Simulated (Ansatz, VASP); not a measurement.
# ZnO: VASP beside Ansatz

INCAR

```
PREC     = Accurate       # precision mode
ENCUT    = 520            # plane-wave cutoff, eV
EDIFF    = 1E-7           # SCF threshold, eV
ISMEAR   = -1             # smearing method
SIGMA    = 0.05           # smearing width, eV
LREAL    = F              # projectors in reciprocal space
LASPH    = T              # aspherical terms in the spheres
NELM     = 60             # most SCF steps
ALGO     = Normal         # electronic algorithm
ISIF     = 2              # what is computed and relaxed
LWAVE    = F              # write WAVECAR
LCHARG   = F              # write CHGCAR
GGA      = CA             # functional
NBANDS   = 26             # bands
```

KPOINTS

```
Automatic mesh
0
Gamma
  12 12 7
```

POSCAR

```
ZnO
1.0
    3.2373510235      0.0000000000      0.0000000000
   -1.6186755117      2.8036282273      0.0000000000
    0.0000000000      0.0000000000      5.2220613000
Zn O
2 2
Direct
    0.6666666700      0.3333333300      0.5005917000
    0.3333333300      0.6666666700      0.0005917000
    0.6666666700      0.3333333300      0.8797183000
    0.3333333300      0.6666666700      0.3797183000
```

Input for Ansatz:

```yaml
crystal:
  lattice:
    - [3.2373510235, 0.0, 0.0]
    - [-1.6186755117, 2.8036282273, 0.0]
    - [0.0, 0.0, 5.2220613]
  atoms:
    - { symbol: Zn, position: [0.66666667, 0.33333333, 0.5005917] }
    - { symbol: Zn, position: [0.33333333, 0.66666667, 0.0005917] }
    - { symbol: O, position: [0.66666667, 0.33333333, 0.8797183] }
    - { symbol: O, position: [0.33333333, 0.66666667, 0.3797183] }
hamiltonian:
  xc: lda
  pseudopotentials:
    kind: all_electron
    lapw: { muffin_tin_radii: { Zn: 0.995, O: 0.746 } }
kpoints:
  mp_grid: { grid: [12, 12, 7] }
scf:
  occupations: { method: fermi_dirac, width: 0.05 }
  convergence: { dr2_threshold: 1.0e-09 }
output:
  eigenvalues: true
  forces: true
basis:
  ecutwfc: 400
```

The cell is a database's computed one.

Alike in both runs: task single point; functional LDA; k mesh 12 × 12 × 7; occupations fermi-dirac, width 0.05 eV; no spin polarisation.

|  | VASP | Ansatz |
| --- | --- | --- |
| version | VASP 6.6.1 | Ansatz 0.2.0 |
| potentials or method | VASP PAW LDA potentials, release 64 (Zn, O) | all-electron LAPW, scalar-relativistic |
| plane-wave cutoff (eV) | 520 | see its input |

|  | VASP | Ansatz | Ansatz less VASP |
| --- | --- | --- | --- |
| gap on the k mesh at the Fermi level (eV) | 0.74 | 0.74 | +0.003 |
| least direct gap on the mesh (eV) | 0.74 | 0.74 | +0.003 |

Ansatz ran all-electron here, so the differences hold the error of VASP's frozen core and of both bases.

LDA gaps usually lie below the measured ones, often by a third to a half.
